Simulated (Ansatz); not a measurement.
A run of Ansatz 0.2.0 is set up as follows.

input.yaml

```yaml
crystal:
  lattice:
    - [0.0, 3.231, 3.231]
    - [3.231, 0.0, 3.231]
    - [3.231, 3.231, 0.0]
  atoms:
    - { symbol: Pb, position: [0.0, 0.0, 0.0] }
    - { symbol: Te, position: [0.5, 0.5, 0.5] }
hamiltonian:
  xc: pbe
  pseudopotentials: { kind: paw }
kpoints:
  mp_grid: { grid: [6, 6, 6] }
scf:
  occupations: { method: fixed }
output:
  forces: true
  stress: true
elastic:
  mode: clamped_ion
  stencil: two_point
```

Potentials or basis: Ansatz PAW.

The run is started by

```console
$ ansatz run input.yaml --threads 2 --pin off --max-ram 5120MiB --backend cpu --events-out ev --progress --plain --runs-dir out
```

Estimate the clamped-ion elastic constants C11, C12, C44.

130, 7, 14 GPa.

What does it give for the Voigt bulk modulus?

48 GPa.

What does it give for the pressure?

2.1 GPa.

Estimate the band gap on the k mesh.

0.73 eV, direct.

Elastic tensor in Voigt notation (GPa, ions clamped, in the Cartesian axes of the cell as first typed):
```
130   7   7   0   0   0
  7 130   7   0   0   0
  7   7 130   0   0   0
  0   0   0  14   0   0
  0   0   0   0  14   0
  0   0   0   0   0  14
```

Caveat: spin-orbit coupling is left out, which as a rule narrows the gap of such compounds by several tenths of an eV.

**The experiment to reproduce.**

A printed reference work, monograph reports, for a bulk crystal of TePb at 4.2 K: band gap 0.19 eV (direct).

Against the measured gap of TePb, 0.19 eV (direct; 4.2 K; a printed reference work, monograph), the calculated 0.73 eV is off by +0.54 eV. Spin-orbit coupling on Pb, Te is left out. The value is that of PBE on a finite k mesh, which can miss the band edges, without temperature or zero-point motion.
